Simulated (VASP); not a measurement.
# Pd under changes of volume

One of the cells (15.842 Å³/atom); the others are scaled copies at fixed shape and fractional positions:

```
Pd
1.0
     2.80210    0.00000    0.00000
    -1.40105    2.42669    0.00000
     0.00000    0.00000    4.65955
Pd
2
Cartesian
  0.0000 1.6178 1.1649
  1.4011 0.8089 3.4947
```

This isn't the form of Pd at room conditions, which is fcc.

```yaml
Program: VASP 6.6.1
Functional: PBE
Potentials_or_basis: VASP PAW PBE potentials, release 64 (Pd)
Cutoff: 520 eV
k_mesh: 11 × 11 × 6
Occupations: fermi-dirac, width 0.05 eV
Spin: no spin polarisation
```

| volume (Å³/atom) | energy over the lowest point (meV/atom) | pressure (GPa) |
| --- | --- | --- |
| 14.600 | ? | ? |
| 14.910 | 6.78 | 5.5 |
| 15.221 | 0.00 | 1.7 |
| 15.842 | 6.30 | -4.5 |
| 16.153 | 17.76 | -7.1 |
| 16.463 | 33.82 | -9.3 |

**Question.** What does the run at 14.600 Å³/atom give?

**Answer.** Energy over the lowest point 21.48 meV/atom; pressure 9.9 GPa.

Worked out: A Birch-Murnaghan fit of order 3 (a polynomial in V^(-2/3)) to the other rows has its minimum at 15.37 Å³/atom with B0 = V·E''(V) = 165 GPa and B' = 5.5 at fixed shape and positions, which overstates the stiffness. It gives 21.38 meV/atom at 14.600 Å³/atom, against the run's 21.48, and -dE/dV = 9.8 GPa, against 9.9.

Energies are extrapolated to zero smearing.
